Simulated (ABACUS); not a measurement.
# Sn (I4_1/amd) in ABACUS: single point with PBEsol

Aim: the single point of Sn with PBEsol.

Everything below comes from runs of ABACUS 3.10.1. Logs are shortened: lines on timing, memory, paths and dates and some standing lists are left out, and cuts for length are marked.

## 1. The structure

It takes space group I4_1/amd (No. 141, tetragonal). Conventional cell: a = 5.880 Å, b = 5.880 Å, c = 3.199 Å, α = 90.00°, β = 90.00°, γ = 90.00°. Around Sn (site symmetry -4m2) lie 6 Sn at 3.05 to 3.20 Å.

## 2. Single point, PBEsol

Contents of INPUT:

```
INPUT_PARAMETERS
suffix              Sn
calculation         scf
basis_type          pw
pseudo_dir          ./
symmetry            1
dft_functional      pbesol
ecutwfc             40
pseudo_rcut         10
nspin               1
nbands              24
ks_solver           dav
smearing_method     fd
smearing_sigma      0.00367493
scf_thr             1e-08
scf_nmax            100
mixing_type         broyden
mixing_beta         0.7
cal_force           1
cal_stress          1
ecutrho             320
out_chg             1
kpar                4
```

Contents of STRU:

```
ATOMIC_SPECIES
Sn 118.7100 sn_pbe_v1.4.uspp.F.UPF

LATTICE_CONSTANT
8.4186437008

LATTICE_VECTORS
-0.6599709438 0.6599709438 0.3589940205
0.6599709438 -0.6599709438 0.3589940205
0.6599709438 0.6599709438 -0.3589940205

ATOMIC_POSITIONS
Cartesian

Sn
0.0
2
0.0000000000 0.0000000000 0.0000000000 1 1 1
0.0000000000 0.6599709438 0.1794970103 1 1 1
```

Contents of KPT:

```
K_POINTS
0
Gamma
7 7 7 0 0 0
```

Potentials or basis: GBRV ultrasoft 1.5 PBE, plane waves.

Command:

```bash
$ OMP_NUM_THREADS=1 mpirun -np 4 abacus > log
```

running log:

```text
ABACUS v3.10.1

               Atomic-orbital Based Ab-initio Computation at UStc

 ------------------------------------------------------------------------------------

 READING GENERAL INFORMATION
                           global_out_dir = OUT.Sn/
                           global_in_card = INPUT
                               pseudo_dir = ./
                              orbital_dir =
                                    DSIZE = 4
                                    GSIZE = 1

 READING UNITCELL INFORMATION
                                    ntype = 1
                  lattice constant (Bohr) = 8.41864
              lattice constant (Angstrom) = 4.45495

 READING ATOM TYPE 1
                               atom label = Sn
                      L=0, number of zeta = 1
                      L=1, number of zeta = 1
                      L=2, number of zeta = 1
             number of atom for this type = 2

                        TOTAL ATOM NUMBER = 2
CARTESIAN COORDINATES ( UNIT =       8.418643700800 Bohr ).
    atom                   x                   y                   z     mag                  vx                  vy                  vz
tauc_Sn1            0.0000000000        0.0000000000        0.0000000000  0.0000        0.0000000000        0.0000000000        0.0000000000
tauc_Sn2            0.0000000000        0.6599709438        0.1794970103  0.0000        0.0000000000        0.0000000000        0.0000000000

                          Volume (Bohr^3) = 373.184
                             Volume (A^3) = 55.3001

 Lattice vectors: (Cartesian coordinate: in unit of a_0)
            -0.659971           +0.659971           +0.358994
            +0.659971           -0.659971           +0.358994
            +0.659971           +0.659971           -0.358994
 Reciprocal vectors: (Cartesian coordinate: in unit of 2 pi/a_0)
                   +0           +0.757609            +1.39278
            +0.757609                  +0            +1.39278
            +0.757609           +0.757609                  +0
 The esolver type has been set to : ksdft_pw

                PAO radial cut off (Bohr) = 10

 Read in pseudopotential file is sn_pbe_v1.4.uspp.F.UPF
                     pseudopotential type = US
          exchange-correlation functional = PBE
                 nonlocal core correction = 1
                        valence electrons = 14
                                     lmax = 2
                           number of zeta = 3
                     number of projectors = 6
                           L of projector = 0
                           L of projector = 0
                           L of projector = 1
                           L of projector = 1
                           L of projector = 2
                           L of projector = 2
 XC functional updated to : pbesol
          exchange-correlation functional = PBESOL
     initial pseudo atomic orbital number = 18

 SETUP THE ELECTRONS NUMBER
            electron number of element Sn = 14
      total electron number of element Sn = 28
            AUTOSET number of electrons:  = 28
                           occupied bands = 14
                                   NBANDS = 24
                                   NLOCAL = 18

%%%%%%%%%%%%%%%%%%%%%%%%%%%%%%%%%%%%%%%%%%%%%%%%%%%%%%%%%%%%%%%%%%%%%%%%%%%%%%%%%%%%%%%%%%%%%%%%%%%%%%%%%%
 Warning: the number of valence electrons in pseudopotential > 4 for Sn: [Kr] 4d10 5s2 5p2
 Pseudopotentials with additional electrons can yield (more) accurate outcomes, but may be less efficient.
 If you're confident that your chosen pseudopotential is appropriate, you can safely ignore this warning.
%%%%%%%%%%%%%%%%%%%%%%%%%%%%%%%%%%%%%%%%%%%%%%%%%%%%%%%%%%%%%%%%%%%%%%%%%%%%%%%%%%%%%%%%%%%%%%%%%%%%%%%%%%

 SETUP THE PLANE WAVE BASIS
 energy cutoff for charge/potential (unit:Ry) = 160
            fft grid for charge/potential = [ 36, 36, 36 ]
                        fft grid division = [ 1, 1, 1 ]
        big fft grid for charge/potential = [ 48, 48, 48 ]
                                     nbxx = 110592
                                     nrxx = 46656

 SETUP PLANE WAVES FOR CHARGE/POTENTIAL
                    number of plane waves = 12733
                         number of sticks = 603

 PARALLEL PW FOR CHARGE/POTENTIAL
     PROC   COLUMNS(POT)             PW
        1            603          12733
 --------------- sum -------------------
        1            603          12733
                            number of |g| = 792
                                  max |g| = 286.986
                                  min |g| = 0

 energy cutoff for dense charge/potential (unit:Ry) = 320
      fft grid for dense charge/potential = [ 48, 48, 48 ]
                                     nrxx = 110592

 SETUP PLANE WAVES FOR dense CHARGE/POTENTIAL
[... 42 lines left out ...]
Original cell was already a primitive cell.
                        ROTATION MATRICES = 16
              PURE POINT GROUP OPERATIONS = 8
                   SPACE GROUP OPERATIONS = 16
                                       C2 = 3
                                       C3 = 0
                                       C4 = 0
                                       C6 = 0
                                       S1 = 2
                                       S3 = 0
                                       S4 = 2
                                       S6 = 0
                              POINT GROUP = D_2d
               POINT GROUP IN SPACE GROUP = D_4h

 SETUP K-POINTS
                                    nspin = 1
                   Input type of k points = Monkhorst-Pack(Gamma)
                                   nkstot = 343
                       right hand lattice = 1
(for reciprocal lattice: )
                             BRAVAIS TYPE = 6
                     BRAVAIS LATTICE NAME = 06. Tetrogonal I (body-centered)
                                    ibrav = 6
                       right hand lattice = 1
(for k-lattice: )
                             BRAVAIS TYPE = 6
                     BRAVAIS LATTICE NAME = 06. Tetrogonal I (body-centered)
                                    ibrav = 6
                       right hand lattice = 1
                        ROTATION MATRICES = 16
                               nkstot_ibz = 40
K-POINTS REDUCTION ACCORDING TO SYMMETRY
     IBZ    DIRECT_X    DIRECT_Y    DIRECT_Z  WEIGHT  ibz2bz
       1  0.00000000  0.00000000  0.00000000  0.0029       0
       2 -0.14285714  0.00000000  0.14285714  0.0233       1
       3 -0.28571429  0.00000000  0.28571429  0.0233       2
       4 -0.42857143  0.00000000  0.42857143  0.0233       3
       5 -0.14285714 -0.14285714  0.28571429  0.0233       8
       6 -0.14285714 -0.28571429  0.42857143  0.0466       9
[... 22 lines left out ...]
      29  0.42857143  0.14285714 -0.42857143  0.0233      83
      30  0.28571429  0.28571429 -0.42857143  0.0233      89
[... 10 further k points ...]

                               nkstot now = 40
[... K-POINTS DIRECT COORDINATES: 40 rows ...]

           k-point number in this process = 10
       minimum distributed K point number = 10
[... stars of the k points ...]

[... K-POINTS CARTESIAN COORDINATES: 10 rows ...]

[... K-POINTS DIRECT COORDINATES: 10 rows ...]

 SETUP PLANE WAVES FOR WAVE FUNCTIONS
     energy cutoff for wavefunc (unit:Ry) = 40
              fft grid for wave functions = [ 36, 36, 36 ]
                    number of plane waves = 2343
                         number of sticks = 191

 PARALLEL PW FOR WAVE FUNCTIONS
     PROC   COLUMNS(POT)             PW
        1            191           2343
 --------------- sum -------------------
        1            191           2343

 SETUP NONLOCAL PSEUDOPOTENTIALS IN PLANE WAVE BASIS
 Sn non-local projectors:
 projector 1 L=0
 projector 2 L=0
 projector 3 L=1
 projector 4 L=1
 projector 5 L=2
 projector 6 L=2
      TOTAL NUMBER OF NONLOCAL PROJECTORS = 36

 Init Non-Local PseudoPotential table :
 Init Non-Local-Pseudopotential done.

                                     npwx = 1607

 Make real space PAO into reciprocal space.
       max mesh points in Pseudopotential = 769
     dq(describe PAO in reciprocal space) = 0.01
                                    max q = 763

 number of pseudo atomic orbitals for Sn is 3
WARNING: norm of atomic wavefunction # 3 of atomic type Sn is 0.999978, renormalized

 -------------------------------------------
 SELF-CONSISTENT
 -------------------------------------------
                                 init_chg = atomic

 PW ALGORITHM --------------- ION=   1  ELEC=   1--------------------------------

 Density error is 2.52720520871
                          Error Threshold = 0.01
----------------------------------------------------------
     Energy           Rydberg                 eV
----------------------------------------------------------
 E_KohnSham     -316.8499870834      -4310.9652355609
 E_Harris       -340.8507100841      -4637.5118244905
 E_Fermi        0.8470583631         11.5248202772
----------------------------------------------------------
[... 63 lines left out ...]
 Density error is 5.04376233141e-10
                          Error Threshold = 4.72325018443e-11
----------------------------------------------------------
     Energy           Rydberg                 eV
----------------------------------------------------------
 E_KohnSham     -317.7100742195      -4322.6673213881
 E_KS(sigma->0) -317.7097245890      -4322.6625644205
 E_Harris       -317.7097985593      -4322.6635708391
 E_band         -12.6727221802       -172.4212308216
 E_one_elec     -112.9472199423      -1536.7257644740
 E_Hartree      76.4973487069        1040.7998243074
 E_xc           -85.1841858277       -1158.9903067479
 E_Ewald        -196.0753178954      -2667.7415605385
 E_entropy(-TS) -0.0006992611        -0.0095139351
 E_descf        0.0000000000         0.0000000000
 E_exx          0.0000000000         0.0000000000
 E_Fermi        0.7539392556         10.2578698226
----------------------------------------------------------

 charge density convergence is achieved
 final etot is -4322.6673214 eV
 EFERMI = 10.257869823 eV

 STATE ENERGY(eV) AND OCCUPATIONS    NSPIN == 1
 1/10 kpoint (Cartesian) = 0.0000 0.0000 0.0000 (1575 pws)
       1       -11.1740     0.00583090
       2       -11.0903     0.00583090
       3       -11.0525     0.00583090
       4       -11.0375     0.00583090
       5       -10.8944     0.00583090
       6       -10.8944     0.00583090
[... 146 lines left out ...]
      23        23.2441        0.00000
      24        25.0073        0.00000

[... levels at 4 further k points ...]

------------------------------------------------------------------------------------------
 TOTAL-FORCE (eV/Angstrom)
------------------------------------------------------------------------------------------
                       Sn1         0.0000000000         0.0000000000         0.0000000000
                       Sn2         0.0000000000         0.0000000000         0.0000000000
------------------------------------------------------------------------------------------

----------------------------------------------------------------
 TOTAL-STRESS (KBAR)
----------------------------------------------------------------
       -18.9360367870        -0.0000000000        -0.0000000000
        -0.0000000000       -18.9360367870         0.0000000000
        -0.0000000000        -0.0000000000       -12.7327784956
----------------------------------------------------------------
 TOTAL-PRESSURE: -16.868284 KBAR

 --------------------------------------------
 !FINAL_ETOT_IS -4322.6673213880749245 eV
 --------------------------------------------
```

It took 14 s on 4 MPI ranks of AMD EPYC 9R14 (Zen 4), shared host; peak memory 0.76 GiB.

What came out:

| Quantity | Value |
| --- | --- |
| Free energy | -4322.6673 eV |
| Pressure | -1.7 GPa |
| Band gap on the k mesh | none (metal or under the smearing width) |

Caveat: the potentials were made for another functional, which shifts forces and pressure.
